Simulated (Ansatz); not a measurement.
**CdTe (F-43m): the equilibrium volume**

At what volume is CdTe (F-43m) free of pressure?

Program: Ansatz 0.2.0. Level of theory: DFT PBEsol, scalar-relativistic, plane waves, PAW. These are calculated values, not measurements.

2 further runs of the same task are left out: 2 set aside as unsound or not needed.

## (1) The system as given

Symmetry: F-43m, No. 216, cubic system. The conventional cell has a = 6.564 Å, b = 6.564 Å, c = 6.564 Å, α = 90.00°, β = 90.00°, γ = 90.00°. Around Cd (site symmetry -43m) lie 4 Te at 2.84 Å. Te (site symmetry -43m) is surrounded by 4 Cd at 2.84 Å.

As a file:

```cif
data_structure
_symmetry_space_group_name_H-M 'F-43m'
_symmetry_Int_Tables_number 216
_cell_length_a 6.5642
_cell_length_b 6.5642
_cell_length_c 6.5642
_cell_angle_alpha 90.000
_cell_angle_beta 90.000
_cell_angle_gamma 90.000
_cell_volume 282.85
loop_
_atom_site_label
_atom_site_type_symbol
_atom_site_symmetry_multiplicity
_atom_site_Wyckoff_symbol
_atom_site_fract_x
_atom_site_fract_y
_atom_site_fract_z
_atom_site_occupancy
Cd1 Cd 4 a 0.00000 0.00000 0.00000 1
Te1 Te 4 d 0.25000 0.25000 0.75000 1
```

## (2) The first run (PBEsol, 6×6×6 mesh)

input.yaml

```yaml
crystal:
  lattice:
    - [0.0, 3.2821135562, 3.2821135562]
    - [3.2821135562, 0.0, 3.2821135562]
    - [3.2821135562, 3.2821135562, 0.0]
  atoms:
    - { symbol: Cd, position: [0.0, 0.0, 0.0] }
    - { symbol: Te, position: [0.25, 0.25, 0.25] }
basis:
  ecutwfc: 420
kpoints:
  mp_grid: { grid: [6, 6, 6] }
hamiltonian:
  xc: pbesol
scf:
  occupations: { method: gaussian, width: 0.1 }
output:
  forces: true
  stress: true
  eigenvalues: true
```

The run is started by

```sh
$ ansatz run input.yaml --threads 8 --pin off --max-ram 16384MiB --backend cpu --events-out ev --progress --plain --runs-dir out
```

Standard output, shortened:

```text
Warning: RAYON_NUM_THREADS=8 ignored (pool sized by the plan → 8); use --threads N
[...]
Pseudopotentials: kind: paw
Pseudopotential: Cd, paw, valence charge 20, recommended cutoff 420 eV (normal), Cd.paw.azcp
Pseudopotential: Te, paw, valence charge 16, recommended cutoff 420 eV (normal), Te.paw.azcp
Functional definition: PBEsol
[...]
Crystal: 2 atoms, lattice volume = 70.712 Å³
Basis set: ecut = 420 eV, 1411 PW (Γ), exchange–correlation on 64×64×64 points (8 copies of the dense FFT grid, shifted against one another)
Bands: 22, of which v1, the nominal top of the filled ones, is band 18 counted from 1 (17 counted from 0)
Symmetry: 24 space group operations
Space group: F-43m (ITA 216), of the structure as read, at distance tolerance 4.1e-5 Å
k-points: 16 of 216 (time reversal used)
[...]
SCF iter   1: F=—  HF=-15086.331279 eV  |F-HF|=—  |Δ(HF+E_count)|=         —  Δρ=3.76e-3  dr2=1.31e-2  ethr=1.77e-3  ⟨swp⟩=5.7  Hψ=1613  notcnv=0
[...]
SCF iter   6: F=-15086.327418 eV  HF=-15086.327419 eV  |F-HF|=1.45e-7  |Δ(HF+E_count)|=   3.51e-7  Δρ=1.51e-5  dr2=9.67e-8  ethr=2.78e-10  ⟨swp⟩=6.9  Hψ=1725  notcnv=0
[...]
SCF converged after 6 iterations
Free energy (F): -15086.327418 eV
[...]
E sigma→0 (E₀):  -15086.327418 eV
Entropy (-TS):   -0.000001 eV (-0.000 meV/atom)
Fermi energy:    7.077620 eV
[...]
--- Forces (eV/Å), atoms counted from 1 ---
  atom   1  Cd     0.00000000    -0.00000000    -0.00000000
  atom   2  Te    -0.00000000     0.00000000    -0.00000000
[...]
--- Stress (GPa, compression-positive) ---
       -1.298261      -0.000000      -0.000000
       -0.000000      -1.298261       0.000000
       -0.000000       0.000000      -1.298261
  P = ⅓ Tr σ = -1.2983 GPa (-12.983 kbar)
--- Band table (eV; the first three rows and the last of 16) ---
  k-point 0: bands = ["-95.1058", "-56.1983", "-56.1983", "-56.1983", "-29.1052", "-29.1052", "-29.1052", "-29.0982", "-29.0982", "-4.2075", "-1.3315", "-1.3315", "-1.3315", "-1.0941", "-1.0941", "6.7947", "6.7947", "6.7947", "7.3416", "11.3822", "11.3822", "11.3822"]
[...]
```

Run time: 0.55 s. Hardware: 8 threads of Arm Neoverse V2, shared host; peak memory 0.4 GiB.

In short: volume 35.356 Å³/atom, pressure -1.30 GPa, gap on the mesh 0.55 eV.

## (3) Full relaxation

Changes to input.yaml since step 2:

```diff
@@ -11,3 +11,3 @@
 kpoints:
-  mp_grid: { grid: [6, 6, 6] }
+  mp_grid: { grid: [8, 8, 8] }
 hamiltonian:
@@ -15,3 +15,3 @@
 scf:
-  occupations: { method: gaussian, width: 0.1 }
+  occupations: { method: gaussian, width: 0.02 }
 output:
@@ -20 +20,10 @@
   eigenvalues: true
+  write_density: true
+  write_potential: true
+  elf: true
+  volumetric_format: npy
+relax:
+  adjacent_minimum: "off"
+  f_tol: 0.005
+  max_steps: 80
+  cell: { stress_tol: 0.05 }
```

The run is started by

```sh
$ ansatz run input.yaml --threads 8 --pin off --max-ram 16384MiB --backend cpu --events-out ev --progress --plain --runs-dir out
```

Standard output:

```text
Warning: RAYON_NUM_THREADS=8 ignored (pool sized by the plan → 8); use --threads N
Engine: ansatz 0.2.0, aarch64-unknown-linux-gnu
[... 4 set-up lines as earlier in the session ...]
  exchange = pbesol_x
  correlation = pbesol_c
Crystal: 2 atoms, lattice volume = 70.712 Å³
Basis set: ecut = 420 eV, 1411 PW (Γ), exchange–correlation on 64×64×64 points (8 copies of the dense FFT grid, shifted against one another)
Bands: 22, of which v1, the nominal top of the filled ones, is band 18 counted from 1 (17 counted from 0)
[... 2 set-up lines as earlier in the session ...]
k-points: 29 of 512 (time reversal used)
Non-local potential: Cd, projectors of the file, l = 0: 3, l = 1: 2, l = 2: 2, l = 3: 1
Non-local potential: Te, projectors of the file, l = 0: 2, l = 1: 2, l = 2: 2, l = 3: 2
PAW form: soft (Blöchl's): semilocal exchange-correlation on the pseudo side does not see the compensation charge
PAW frozen core: Cd, regenerated for the run's functional, and the local potential with it (the file was generated under x = pbe(κ = 0.804, μ = 0.2195149727645171), c = pbe(β = 0.06672455060314922))
PAW frozen core: Te, regenerated for the run's functional, and the local potential with it (the file was generated under x = pbe(κ = 0.804, μ = 0.2195149727645171), c = pbe(β = 0.06672455060314922))
PAW one-centre angular grid: Cd, 590 points (default); XC on 64 Gauss nodes
PAW one-centre angular grid: Te, 590 points (default); XC on 64 Gauss nodes
Initial density: superposition of atomic densities (neutral atoms: chi_scale 0, normalization atom), corrected by the library's trained network
Initial wavefunctions: pseudopotential atomic-orbital guess
Functional: x = pbesol(κ = 0.804, μ = 0.12345679012345678), c = pbesol(β = 0.046)
SCF iter   1: F=—  HF=-15086.337123 eV  |F-HF|=—  |Δ(HF+E_count)|=         —  Δρ=3.85e-3  dr2=1.41e-2  ethr=1.77e-3  ⟨swp⟩=6.2  Hψ=3041  notcnv=0
preconditioner: auto → none  [insulator: Δε(μ)=0.517 eV  Ē_g=11.138 eV  σ=0.020 eV  W_gap=1.00  n_scr=14 (ndim 8)  ℏωp=18.7 eV  f_vac=0.200  D(μ)=0.00/eV (n_scr^D=0)  ε∞_Penn≈3.8]
SCF iter   2: F=—  HF=-15086.332740 eV  |F-HF|=—  |Δ(HF+E_count)|=   4.38e-3  Δρ=8.75e-4  dr2=2.89e-4  ethr=3.92e-5  ⟨swp⟩=3.0  Hψ=1360  notcnv=0
SCF iter   3: F=—  HF=-15086.332965 eV  |F-HF|=—  |Δ(HF+E_count)|=   2.26e-4  Δρ=4.17e-4  dr2=7.47e-5  ethr=8.02e-7  ⟨swp⟩=2.0  Hψ=798  notcnv=0
SCF iter   4: F=—  HF=-15086.333018 eV  |F-HF|=—  |Δ(HF+E_count)|=   5.23e-5  Δρ=9.73e-5  dr2=8.10e-6  ethr=2.08e-7  ⟨swp⟩=2.2  Hψ=997  notcnv=0
SCF iter   5: F=—  HF=-15086.333015 eV  |F-HF|=—  |Δ(HF+E_count)|=   2.88e-6  Δρ=2.78e-5  dr2=2.78e-7  ethr=2.25e-8  ⟨swp⟩=2.3  Hψ=961  notcnv=0
SCF iter   6: F=—  HF=-15086.333015 eV  |F-HF|=—  |Δ(HF+E_count)|=   3.94e-7  Δρ=2.22e-5  dr2=2.13e-7  ethr=2.78e-10  ⟨swp⟩=10.8  Hψ=4787  notcnv=0
SCF iter   7: F=-15086.333015 eV  HF=-15086.333015 eV  |F-HF|=3.33e-8  |Δ(HF+E_count)|=   1.67e-7  Δρ=7.38e-6  dr2=2.23e-8  ethr=2.78e-10  ⟨swp⟩=6.5  Hψ=4137  notcnv=0
SCF 1 converged in 7 iterations: F = -15086.333015 eV  dr2 = 2.23e-8
relax step   1: F+E_penalty+E_count = -15086.33301484 eV  Δ(F+E_penalty+E_count) = +0.000e0 eV  max|allowed force component| = 9.252e-17 eV/Å  Δτ_max = 0.0000 Å  P = -1.313 GPa  Ω = 70.712 Å³  (7 SCF iters, dr2 threshold 1.00e-7 eV, accepted)
Crystal: 2 atoms, lattice volume = 67.425 Å³
Basis set: ecut = 420 eV, 1363 PW (Γ), exchange–correlation on 64×64×64 points (8 copies of the dense FFT grid, shifted against one another)
Initial density: handed on by an earlier stage of this run
Initial wavefunctions: those handed on with the density
iter 1 solved again at ethr=1.31e-6 eV; its pass at ethr=3.10e-3 eV (dr2=4.72e-4 eV) is discarded
SCF iter   1: F=—  HF=-15086.342272 eV  |F-HF|=—  |Δ(HF+E_count)|=         —  Δρ=9.84e-4  dr2=5.81e-4  ethr=1.31e-6  ⟨swp⟩=2.2  Hψ=4067  notcnv=0
preconditioner: auto → none  [insulator: Δε(μ)=0.681 eV  Ē_g=11.358 eV  σ=0.020 eV  W_gap=1.00  n_scr=14 (ndim 8)  ℏωp=19.2 eV  f_vac=0.174  D(μ)=0.00/eV (n_scr^D=0)  ε∞_Penn≈3.9]
SCF iter   2: F=—  HF=-15086.342203 eV  |F-HF|=—  |Δ(HF+E_count)|=   6.83e-5  Δρ=3.55e-4  dr2=9.43e-5  ethr=1.31e-6  ⟨swp⟩=2.4  Hψ=951  notcnv=0
SCF iter   3: F=—  HF=-15086.342219 eV  |F-HF|=—  |Δ(HF+E_count)|=   1.53e-5  Δρ=1.54e-4  dr2=1.22e-5  ethr=2.62e-7  ⟨swp⟩=2.0  Hψ=899  notcnv=0
SCF iter   4: F=—  HF=-15086.342217 eV  |F-HF|=—  |Δ(HF+E_count)|=   1.89e-6  Δρ=3.60e-5  dr2=7.33e-7  ethr=3.39e-8  ⟨swp⟩=2.0  Hψ=1135  notcnv=0
SCF iter   5: F=-15086.342217 eV  HF=-15086.342217 eV  |F-HF|=4.97e-8  |Δ(HF+E_count)|=   3.17e-8  Δρ=1.01e-5  dr2=5.31e-8  ethr=5.56e-10  ⟨swp⟩=10.5  Hψ=4641  notcnv=0
SCF 2 converged in 5 iterations: F = -15086.342217 eV  dr2 = 5.31e-8
relax step   2: F+E_penalty+E_count = -15086.34221683 eV  Δ(F+E_penalty+E_count) = -9.202e-3 eV  max|allowed force component| = 1.301e-17 eV/Å  Δτ_max = 0.0000 Å  P = +0.559 GPa  Ω = 67.425 Å³  energy of the carried Pulay correction = +5.709e-4 eV  (5 SCF iters, dr2 threshold 2.00e-7 eV, accepted)
Crystal: 2 atoms, lattice volume = 68.374 Å³
iter 1 solved again at ethr=1.47e-7 eV; its pass at ethr=3.10e-3 eV (dr2=5.28e-5 eV) is discarded
SCF iter   1: F=—  HF=-15086.343580 eV  |F-HF|=—  |Δ(HF+E_count)|=         —  Δρ=3.01e-4  dr2=5.51e-5  ethr=1.47e-7  ⟨swp⟩=3.0  Hψ=3843  notcnv=0
preconditioner: auto → none  [insulator: Δε(μ)=0.648 eV  Ē_g=11.305 eV  σ=0.020 eV  W_gap=1.00  n_scr=14 (ndim 8)  ℏωp=19.1 eV  f_vac=0.183  D(μ)=0.00/eV (n_scr^D=0)  ε∞_Penn≈3.8]
SCF iter   2: F=—  HF=-15086.343572 eV  |F-HF|=—  |Δ(HF+E_count)|=   7.84e-6  Δρ=1.05e-4  dr2=8.70e-6  ethr=1.47e-7  ⟨swp⟩=2.2  Hψ=878  notcnv=0
SCF iter   3: F=—  HF=-15086.343573 eV  |F-HF|=—  |Δ(HF+E_count)|=   1.02e-6  Δρ=4.91e-5  dr2=1.37e-6  ethr=2.42e-8  ⟨swp⟩=2.0  Hψ=899  notcnv=0
SCF iter   4: F=-15086.343573 eV  HF=-15086.343573 eV  |F-HF|=3.92e-8  |Δ(HF+E_count)|=   2.09e-7  Δρ=1.14e-5  dr2=7.97e-8  ethr=5.56e-10  ⟨swp⟩=7.1  Hψ=4524  notcnv=0
SCF 3 converged in 4 iterations: F = -15086.343573 eV  dr2 = 7.97e-8
relax step   3: F+E_penalty+E_count = -15086.34357303 eV  Δ(F+E_penalty+E_count) = -1.356e-3 eV  max|allowed force component| = 3.498e-17 eV/Å  Δτ_max = 0.0000 Å  P = -0.037 GPa  Ω = 68.374 Å³  energy of the carried Pulay correction = +4.031e-4 eV  (4 SCF iters, dr2 threshold 2.00e-7 eV, accepted)
Initial wavefunctions: pseudopotential atomic-orbital guess (no wavefunctions were taken with the density)
iter 1 solved again at ethr=1.05e-7 eV; its pass at ethr=3.10e-3 eV (dr2=3.79e-5 eV) is discarded
SCF iter   1: F=—  HF=-15086.343122 eV  |F-HF|=—  |Δ(HF+E_count)|=         —  Δρ=5.17e-5  dr2=3.25e-7  ethr=1.05e-7  ⟨swp⟩=3.9  Hψ=4754  notcnv=0
preconditioner: auto → none  [insulator: Δε(μ)=0.646 eV  Ē_g=11.303 eV  σ=0.020 eV  W_gap=1.00  n_scr=14 (ndim 8)  ℏωp=19.1 eV  f_vac=0.182  D(μ)=0.00/eV (n_scr^D=0)  ε∞_Penn≈3.8]
SCF iter   2: F=—  HF=-15086.343142 eV  |F-HF|=—  |Δ(HF+E_count)|=   2.09e-5  Δρ=2.41e-5  dr2=7.41e-8  ethr=9.02e-10  ⟨swp⟩=2.0  Hψ=1134  notcnv=0
SCF iter   3: F=—  HF=-15086.343143 eV  |F-HF|=—  |Δ(HF+E_count)|=   7.64e-8  Δρ=5.16e-6  dr2=6.16e-9  ethr=2.06e-10  ⟨swp⟩=2.0  Hψ=899  notcnv=0
SCF iter   4: F=—  HF=-15086.343143 eV  |F-HF|=—  |Δ(HF+E_count)|=   2.43e-9  Δρ=9.67e-7  dr2=2.01e-10  ethr=1.71e-11  ⟨swp⟩=2.0  Hψ=1131  notcnv=0
SCF iter   5: F=—  HF=-15086.343143 eV  |F-HF|=—  |Δ(HF+E_count)|=  3.26e-10  Δρ=3.78e-7  dr2=1.14e-10  ethr=1.00e-12  ⟨swp⟩=7.6  Hψ=3282  notcnv=0
SCF iter   6: F=-15086.343143 eV  HF=-15086.343143 eV  |F-HF|=1.82e-12  |Δ(HF+E_count)|=  3.46e-11  Δρ=4.63e-8  dr2=1.61e-12  ethr=1.00e-12  ⟨swp⟩=5.6  Hψ=3070  notcnv=0
SCF 4 converged in 6 iterations: F = -15086.343143 eV  dr2 = 1.61e-12
relax step   4: F+E_penalty+E_count = -15086.34314253 eV  Δ(F+E_penalty+E_count) = +4.305e-4 eV  max|allowed force component| = 2.515e-17 eV/Å  Δτ_max = 0.0000 Å  P = -0.035 GPa  Ω = 68.374 Å³  stress off target by 3.52e-2 GPa  SCF on the basis re-selected at this cell (its energy is not comparable with the rows above)  (6 SCF iters)
basis re-selected at this cell: Δ(F+E_penalty+E_count) = +4.305e-4 eV, ΔP = +0.002 GPa vs the last step (what re-selecting the basis moved, of the pressure what is left beyond the Pulay correction that the steps carried, after the strain that the cell walked since its last selection, with what the two solves' SCF thresholds leave and, on support functions, any second-order correction that the steps lacked; it is no measure of the basis error at this ecutwfc). This SCF's stress stands 3.52e-2 GPa from its target on what of the cell is left free (relax.cell.stress_tol is 5.00e-2 GPa) and its largest allowed force component is 2.52e-17 eV/Å (relax.f_tol is 5.00e-3 eV/Å): within both
SCF converged after 6 iterations
Free energy (F): -15086.343143 eV
Harris-Foulkes:  -15086.343143 eV  (|F-HF|=1.82e-12)
Internal energy: -15086.343143 eV  (E = F + TS)
E sigma→0 (E₀):  -15086.343143 eV
Fermi energy:    7.578045 eV
--- Per-component energies (eV) ---
  E_band       = -795.502264
  E_kinetic    = 685.712495
  E_local      = -5432.864879  (includes V_loc(G=0)·N_el)
  E_nonlocal   = -271.207254
  E_hartree    = 2734.132014
  E_xc         = -298.576375
  E_vxc        = -324.904683  (∫ρ·V_xc dr)
  E_paw        = -8598.914604  (= ΣΔE_a)
  E_vpaw       = -920.501849  (= ΣTr[D̂ρ^β])
  E_aug_tail   = -0.000164  (compensation charges beyond the density's cutoff)
  E_ewald      = -3905.341152
  E_core_change = 0.716775  (= ΣΔE_core)
  E_smearing   = -0.000000  (= −TS)
  E_closure    = 0.000000  (closes the sum)
  Σ components = -15086.343143   (vs F -15086.343143, Δ=0.00e0)
--- Forces (eV/Å), atoms counted from 1 ---
  atom   1  Cd     0.00000000    -0.00000000    -0.00000000
  atom   2  Te    -0.00000000     0.00000000     0.00000000
  max |Σ_I F_I| component: 3.30e-17 eV/Å
--- Stress (GPa, compression-positive) ---
       -0.035192      -0.000000      -0.000000
       -0.000000      -0.035192       0.000000
       -0.000000       0.000000      -0.035192
  P = ⅓ Tr σ = -0.0352 GPa (-0.352 kbar)
--- Band table (eV; the first three rows and the last of 29) ---
  k-point 0: bands = ["-94.7180", "-55.8108", "-55.8108", "-55.8108", "-28.7186", "-28.7186", "-28.7186", "-28.7104", "-28.7104", "-3.9336", "-0.9763", "-0.9763", "-0.9763", "-0.7145", "-0.7145", "7.2546", "7.2546", "7.2546", "7.9008", "11.8253", "11.8253", "11.8253"]
  k-point 1: bands = ["-94.7180", "-55.8108", "-55.8108", "-55.8108", "-28.7186", "-28.7185", "-28.7185", "-28.7104", "-28.7104", "-3.8748", "-0.9652", "-0.9652", "-0.9319", "-0.7155", "-0.7155", "6.0035", "7.1173", "7.1173", "8.8117", "11.7795", "12.0368", "12.0368"]
  k-point 2: bands = ["-94.7180", "-55.8108", "-55.8108", "-55.8108", "-28.7186", "-28.7184", "-28.7184", "-28.7103", "-28.7103", "-3.7320", "-0.9404", "-0.9404", "-0.7821", "-0.7150", "-0.7150", "4.5087", "6.8265", "6.8265", "9.1585", "12.3743", "12.3743", "12.5159"]
  k-point 28: bands = ["-94.7180", "-55.8108", "-55.8108", "-55.8108", "-28.7186", "-28.7185", "-28.7180", "-28.7103", "-28.7101", "-3.4103", "-0.8526", "-0.8484", "-0.7441", "-0.7149", "-0.1585", "3.0607", "4.9273", "5.0507", "11.4608", "11.8495", "12.7359", "13.4749"]
--- Relaxed structure (3 steps of the walk, 3 accepted, 1 SCFs on fresh bases) ---
  F+E_penalty+E_count = -15086.34314253 eV   max|allowed force component| = 2.515e-17 eV/Å   (the final SCF, on the basis selected at the relaxed cell)
  cell:  # Å, volume = 68.3743 Å³
    - [1.757903351348978e-33, 3.245544549757217, 3.2455445497572173]
    - [3.245544549757217, 7.923303511152643e-33, 3.2455445497572173]
    - [3.245544549757217, 3.245544549757217, 1.1158864752041342e-32]
  atoms:
    - { symbol: Cd, position: [-1.4156444959246487e-33, 9.70657797723809e-34, 1.4547642056565907e-33] }
    - { symbol: Te, position: [0.25, 0.25, 0.25] }
```

Run time: 3.5 s. Hardware: 8 threads of Arm Neoverse V2, shared host; peak memory 0.47 GiB.

Step by step:

```csv
step,energy from step 1 (meV/atom),largest force component (eV/Å),pressure (GPa),volume (Å³/atom)
1,0.0,0.000,-1.31,35.356
2,-4.6,0.000,0.56,33.712
3,-5.3,0.000,-0.04,34.187
4,-5.1,0.000,-0.04,34.187
```

Step 1 is the start. Step 4 repeats the geometry before it on a plane-wave basis chosen anew for the final cell, which shifts the energy by +0.2 meV/atom.

This gives: volume 34.187 Å³/atom, pressure -0.04 GPa, gap on the mesh 0.65 eV.

## (4) The cell, before and after

How the cell compares, before and after:

| cell as typed | before | after | change |
| --- | --- | --- | --- |
| a (Å) | 4.642 | 4.590 | -1.1 % |
| b (Å) | 4.642 | 4.590 | -1.1 % |
| c (Å) | 4.642 | 4.590 | -1.1 % |
| volume (Å³/atom) | 35.356 | 34.187 | -3.3 % |
| shortest distance (Å) | 2.842 | 2.811 | -1.1 % |
| space group | F-43m | F-43m | same |

## (5) What came out

| quantity | value |
| --- | --- |
| volume | 34.187 Å³/atom |
| pressure | -0.04 GPa |
| conventional cell | a = 6.491 Å, b = 6.491 Å, c = 6.491 Å, α = 90.00°, β = 90.00°, γ = 90.00° |
| gap on the mesh | 0.65 eV |

Over the 2 runs shown the cell moved from 35.36 to 34.19 Å³/atom, a change of -3.3 %, where the pressure is zero within 0.04 GPa.

These are semilocal Kohn-Sham gaps, which aren't the measured quantity. Such gaps usually fall short of the measured ones; spin-orbit coupling, left out here, narrows gaps with Te, so the two errors partly cancel. Spin-orbit coupling is left out, though the cell holds Te; it can move the gap.
